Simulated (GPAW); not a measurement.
# SnO2 (Cassiterite) (P4_2/mnm) in GPAW: a run that goes wrong, beside a sound one

Two runs on SnO2 (Cassiterite): the first has a flaw, the second is sound.

All numbers are computed with GPAW 26.7.0; they aren't measurements. Logs are shortened: lines on timing, memory, paths and dates and some standing lists are left out, and cuts for length are marked. The log counts tension as positive stress, the text compression.

**1. The crystal as given**

It takes space group P4_2/mnm (No. 136, tetragonal). The conventional cell has a = 4.738 Å, b = 4.738 Å, c = 3.187 Å, α = 90.00°, β = 90.00°, γ = 90.00°. Sn (site symmetry mmm) is surrounded by 6 O at 2.05 to 2.06 Å. O (site symmetry m2m) has 3 Sn at 2.05 to 2.06 Å as nearest neighbours.

**2. A run with an altered input**

Input file run.py:

```python
from ase.dft.bandgap import bandgap
from ase.io import read, write
from ase.units import GPa
from gpaw import GPAW, PW

atoms = read('POSCAR')

calc = GPAW(mode=PW(800),
            xc='PBE',
            kpts=(6, 6),
            occupations={'name': 'fermi-dirac', 'width': 0.05},
            nbands=43,
            convergence={'density': 1e-05, 'energy': 1e-05},
            maxiter=100,
            txt='gpaw.txt')
atoms.calc = calc
energy = atoms.get_potential_energy()
forces = atoms.get_forces()
stress = atoms.get_stress()
calc.write('gs.gpw')
write('result.traj', atoms)
print(f'Energy: {energy:.6f} eV')
print('Forces (eV/A):')
print(forces.round(4))
print('Stress (GPa):', (stress / GPa).round(3))
print('Fermi level:', round(calc.get_fermi_level(), 4), 'eV')
print(f'Gap: {bandgap(calc)[0]:.4f} eV, direct: {bandgap(calc, direct=True)[0]:.4f} eV')
```

Input file POSCAR:

```
SnO2
1.0
    4.7380000000      0.0000000000      0.0000000000
    0.0000000000      4.7380000000      0.0000000000
    0.0000000000      0.0000000000      3.1865000000
Sn O
2 4
Direct
    0.5000000000      0.5000000000      0.5000000000
    0.0000000000      0.0000000000      0.0000000000
    0.8071000000      0.1929000000      0.5000000000
    0.6929000000      0.6929000000      0.0000000000
    0.1929000000      0.8071000000      0.5000000000
    0.3071000000      0.3071000000      0.0000000000
```

Potentials or basis: GPAW PAW data sets (gpaw-data 1.2.1), pw.

Command:

```console
OMP_NUM_THREADS=1 python run.py
```

gpaw.txt:

```text
__  _  _
 | _ |_)|_||  |
 |__||  | ||/\| - 26.7.0

Input parameters:
  mode=PW(ecut=800.0),
  convergence={'density': 1e-05, 'energy': 1e-05},
  kpts=MonkhorstPack(size=array([6, 6])),
  maxiter=100,
  nbands=43,
  occupations=Occupations(name='fermi-dirac', width=0.05),
  xc=XC(name='PBE')
```

On the terminal:

```text
ValueError: axes don't match array
```

stdout:

```text
ValueError: axes don't match array
```

It took 1.3 s on 1 thread of AMD EPYC 7R43 (Zen 3), shared host; peak memory 0.1 GiB.

The program refused the input. What is wrong with the input: k mesh with two numbers (kpts = [6, 6]).

**3. Single point, PBE**

run.py, as its differences from that of step 2:

```diff
@@ -9,7 +9,7 @@
             xc='PBE',
-            kpts=(6, 6),
-            occupations={'name': 'fermi-dirac', 'width': 0.05},
+            kpts={'size': (6, 6, 8), 'gamma': True},
+            occupations={'name': 'methfessel-paxton', 'order': 0, 'width': 0.05},
             nbands=43,
             convergence={'density': 1e-05, 'energy': 1e-05},
-            maxiter=100,
+            maxiter=150,
             txt='gpaw.txt')
```

POSCAR is that of step 2.

Potentials or basis: GPAW PAW data sets (gpaw-data 1.2.1), pw.

Command:

```console
OMP_NUM_THREADS=1 python run.py
```

It took 3.1 min on 1 thread of Arm Neoverse V1, shared host; peak memory 0.39 GiB.

The run converged. Its results:

| Property | Result |
| --- | --- |
| Free energy | -38.7718 eV |
| Pressure | 9.6 GPa |
| Largest force | 0.254 eV/Å |
| Band gap on the k mesh | 1.31 eV, direct |

Forces on the atoms (eV/Å):
```
Sn   0.000  0.000  0.000
Sn   0.000  0.000  0.000
O   -0.180  0.180  0.000
O    0.180  0.180  0.000
O    0.180 -0.180  0.000
O   -0.180 -0.180  0.000
```

Stress tensor (GPa, compression positive):
```
 8.80  0.00  0.00
 0.00  8.80  0.00
 0.00  0.00 11.22
```

Levels at points of the mesh, in eV from the valence-band top:
```tsv
k point	band 22	band 23	band 24	band 25	band 26	band 27	band 28	band 29	band 30	band 31
(0.00, 0.00, 0.00)	-1.21	-1.21	-0.77	-0.77	0.00	1.31	6.18	6.37	6.37	10.51
(0.00, 0.00, 0.50)	-2.58	-1.65	-1.65	-1.25	-1.25	6.26	6.26	9.81	9.81	10.74
(0.50, 0.00, 0.00)	-1.94	-1.17	-1.17	-0.63	-0.63	4.47	4.47	7.11	7.11	11.00
(0.50, 0.00, 0.50)	-1.72	-1.10	-1.10	-0.68	-0.68	6.53	6.53	8.10	8.10	11.09
(0.50, 0.50, 0.00)	-1.95	-1.29	-1.29	-0.90	-0.90	4.87	4.87	7.55	7.55	11.03
(0.50, 0.50, 0.50)	-2.42	-0.97	-0.97	-0.83	-0.83	4.96	4.96	8.91	8.91	11.08
```

Caveat: spin-orbit coupling is left out, which moves the levels of the heavy elements. Expect the measured gap to be larger: semilocal functionals such as PBE lack the derivative discontinuity.
